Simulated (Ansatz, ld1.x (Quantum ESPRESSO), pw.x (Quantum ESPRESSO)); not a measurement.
**Which K potential is closest to all-electron in the fcc crystal?**

All use PBE, scalar-relativistic, no spin, cutoffs from each file’s atomic test, pw.x 7.5; 9³ k-points, Fermi–Dirac smearing 0.01 Ry. Δ is the rms difference from all-electron LAPW of the E(V) curves that follow from fits to the pressures, over ±6 % in volume. Mesh and smearing are coarse and serve the comparison alone. The files are a selection: those with a ghost or negative overlap were mostly not run, and those with noisy or unconverged pressures or nearly equal Δ are left out.

All-electron: a0 = 6.675 Å (V0 = 74.37 Å³/atom), B0 = 3.5 GPa.

Problem. Rank them by Δ, smallest first.
A. norm-conserving Troullier–Martins (Kleinman–Bylander form), ld1.x (Quantum ESPRESSO) 7.5, PBE; core [Ar], reference 4s1 4p0; waves: 4p (bound, empty): rc 3.50 bohr; 3d channel at 0.2 Ry: rc 3.65 bohr; 4s (bound): rc 2.95 bohr; local part: the s channel; core correction: none.
B. norm-conserving Troullier–Martins (Kleinman–Bylander form), ld1.x (Quantum ESPRESSO) 7.5, PBE; core [Ar], reference 4s1 4p0; waves: 4s (bound): rc 3.60 bohr; 4p (bound, empty): rc 4.20 bohr; 3d channel at 0.05 Ry: rc 3.80 bohr; local part: all-electron potential smoothed inside 2.90 bohr (lloc = -1); core correction: a·sin(br)/r model core inside 3.40 bohr.
C. PAW, ld1.x (Quantum ESPRESSO) 7.5, PBE; core [Ne], reference 3s2 3p6 4s1 4p0; waves: 3s (bound): rcut 1.95, rcutus 2.55 bohr; 4s (bound): rcut 1.95, rcutus 2.55 bohr; 3p (bound): rcut 2.00, rcutus 2.35 bohr; 4p (bound, empty): rcut 2.00, rcutus 2.35 bohr; 3d channel at 0.1 Ry: rc 2.50 bohr; local part: the d channel; core correction: Bessel-smoothed model core inside 2.40 bohr; augmentation: BESSEL, radius 2.10 bohr.

Solution. C (0.1 meV/atom), B (1.2 meV/atom), A (2.3 meV/atom).
